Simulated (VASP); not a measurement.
**BN: changing the functional**

The cell as given:

```xyz
2
Lattice="0.0000 1.8130 1.8130 1.8130 0.0000 1.8130 1.8130 1.8130 0.0000" Properties=species:S:1:pos:R:3 pbc="T T T"
N     0.9065    0.9065    0.9065
B     0.0000    0.0000    0.0000
```

Kept alike: task relaxation of cell and atoms; k mesh 13 × 13 × 13; occupations fermi-dirac, width 0.05 eV; no spin polarisation. Program: VASP, PAW files B, N, 600 eV. The mesh is that of the run's cell of 2 atoms. No spin-orbit coupling.

| functional | volume (Å³/atom) |
| --- | --- |
| AM05 | 5.855 |
| BLYP | 6.058 |
| LDA | 5.749 |
| PBE | 5.952 |
| PBEsol | 5.864 |
| PW91 | 5.949 |
| RPBE | 6.047 |
| optB88-vdW | 5.944 |
| r2SCAN | 5.897 |
| revPBE | 6.025 |
| vdW-DF-cx | 5.923 |

The relaxations keep at least the cell's symmetry (F-43m). Relaxations stop with a little pressure left, so the last digits of a volume or edge aren't settled. Runs of this series that gave no sound value for these columns are left out. Potentials were made for PBE (AM05, BLYP, PBE, PBEsol, PW91, RPBE, optB88-vdW, r2SCAN, revPBE, vdW-DF-cx); LDA (LDA).

**Question.** What does the functional change here?

**Answer.** The volume runs from 5.749 (LDA) to 6.058 Å³/atom (BLYP). From PBE: AM05 -0.097; BLYP +0.106; LDA -0.203; PBEsol -0.088; PW91 -0.003; RPBE +0.095; optB88-vdW -0.008; r2SCAN -0.055; revPBE +0.073; vdW-DF-cx -0.029. Measured: 5.906 Å³/atom at 295 K (arxiv:cond-mat/0702656); nearest r2SCAN, 0.01 Å³/atom off. The runs are for a static lattice.

Cubic BN keeps nearly the same volume under every functional, as expected of a stiff network of short, strong, partly polar sp3 bonds. The order among the local and semilocal functionals largely follows how strongly exchange rewards density gradients. LDA, with no such term, overbinds and gives the smallest cell. PBEsol, with its weaker gradient enhancement, stays below PBE, while revPBE and RPBE strengthen the enhancement and expand the lattice further. BLYP, the largest, also differs in its correlation, so its excess can't be assigned to exchange alone. In optB88-vdW and vdW-DF-cx, nonlocal correlation and a different exchange act together, and their closeness to PBE doesn't show that dispersion is negligible.

The near match of r2SCAN to experiment is weaker evidence than it looks. Zero-point motion of such light atoms expands the lattice appreciably, which would probably carry r2SCAN past the measured volume and bring AM05 and PBEsol closer to it. The same correction would worsen the overestimate by PBE and the larger-volume functionals.
